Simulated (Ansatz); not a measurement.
# Be (diamond type): the cost of one run

Program: Ansatz 0.2.0. Level of theory: DFT, PBE, PAW with Ansatz's default frozen-core files, scalar-relativistic. These are calculated values, not measurements.

### 1 The structure to begin with

It takes space group Fd-3m (No. 227, cubic). The conventional cell has a = 4.293 Å, b = 4.293 Å, c = 4.293 Å, α = 90.00°, β = 90.00°, γ = 90.00°. Be (site symmetry -43m) is surrounded by 4 Be at 1.86 Å.

Coordinates:

```xyz
2
Lattice="0.0000 2.1463 2.1463 2.1463 0.0000 2.1463 2.1463 2.1463 0.0000" Properties=species:S:1:pos:R:3 pbc="T T T"
Be   -0.5366   -0.5366   -0.5366
Be    0.5366    0.5366    0.5366
```

Whether this phase is the stable one at these pressures isn't tested.

Atoms are numbered in the order of the input: Be1, Be2.

### 2 Cell relaxed at zero pressure, PAW

Contents of input.yaml:

```yaml
crystal:
  lattice:
    - [0.0, 2.1463250724, 2.1463250724]
    - [2.1463250724, 0.0, 2.1463250724]
    - [2.1463250724, 2.1463250724, 0.0]
  atoms:
    - { symbol: Be, position: [-0.125, -0.125, -0.125] }
    - { symbol: Be, position: [0.125, 0.125, 0.125] }
kpoints:
  mp_grid: { grid: [15, 15, 15] }
scf:
  occupations: { method: fermi_dirac, width: 0.1 }
hamiltonian:
  xc: pbe
  pseudopotentials: { kind: paw }
output:
  forces: true
  stress: true
  write_density: true
  write_potential: true
  elf: true
  volumetric_format: npy
relax:
  f_tol: 0.005
  max_steps: 40
  cell: {}
```

Launch:

```console
$ ansatz run input.yaml --threads 1 --pin off --max-ram 2048MiB --backend cpu --events-out ev --progress --plain --runs-dir out
```

Q: Estimate wall time and peak memory on 1 thread of Arm Neoverse V1, shared host.

About 11 s, with a peak of 0.3 GiB.
